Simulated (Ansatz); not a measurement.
A (001) slab of Si2Mo (I4/mmm (No. 139)), 8 planes, outer planes Si (top) and Si (bottom), with 8 atoms (Si6Mo2) in a surface cell of A = 10.348 Å², as cut from the bulk:

```
CELL_PARAMETERS angstrom
3.21685 0.00000 0.00000
0.00000 3.21685 0.00000
0.00000 0.00000 24.21299
ATOMIC_POSITIONS crystal
Si 0.50000 0.50000 0.30975
Si 0.00000 0.00000 0.36509
Mo 0.50000 0.50000 0.41871
Si 0.00000 0.00000 0.47233
Si 0.50000 0.50000 0.52767
Mo 0.00000 0.00000 0.58129
Si 0.50000 0.50000 0.63491
Si 0.00000 0.00000 0.69025
```

Computed with Ansatz, DFT PBE, scalar-relativistic, plane waves, PAW. Settings: cutoff 420 eV, Γ-centred mesh 11×11×1 on the computed 8-atom cell, Gaussian smearing of 0.10 eV; no spin polarisation.

The relaxed slab holds 2 formula units of Si2Mo and 2 further Si. Against those formula units in the bulk and the further Si in its standard state it lies 3.087 eV higher. The formation energy of Si2Mo from the standard states is -1.481 eV a formula unit (uncorrected, no zero-point or thermal terms).

Q: Over what range can the chemical potential of Si vary, and what is the surface energy at both ends?

A: In contact with the bulk, 2μ(Si) + μ(Mo) is fixed. With Δμ counted from the standard states, Δμ(Si) ≤ 0 keeps elemental Si from forming, and Δμ(Mo) ≤ 0 requires Δμ(Si) ≥ ΔH/2 = -0.741 eV. Other compounds of Si and Mo can narrow this range. Then γ, the mean of both faces, = [3.087 eV − 2.00·Δμ(Si)]/(2A). At the Si-rich end (Δμ = 0): 3.087/(2 × 10.348) × 16.02 = 2.39 J/m². At the Si-poor end: (3.087 + 1.482)/(2 × 10.348) × 16.02 = 3.54 J/m².

Q: How does its energy depend on growth conditions?

A: It carries an excess of Si, so its energy falls by 1.55 J/m² for each eV that μ(Si) rises: Si-rich conditions lower it; whether it appears depends on the other terminations.

The surface energy falls from 3.54 J/m² at the Si-poor end to 2.39 J/m² at the Si-rich end. The slope reflects only the excess Si, while the width of the range is set by the strength of the compound, whose cohesion owes much to Mo d–Si p hybridisation. In the as-cut geometry, each face ends in a double Si layer, and the outermost Mo keeps its full shell of nearest Si neighbours. The missing bonds therefore belong to Si: the outer atoms lose most of their Mo neighbours but keep their contacts to the Si plane beneath. This undercoordination probably accounts for much of the cost that remains even when the extra Si is exchanged with elemental Si at no penalty. The values apply to a surface with the lateral period of the bulk cut; dimerisation or another reconstruction that needs a larger cell could lower the energy by pairing up dangling Si orbitals.
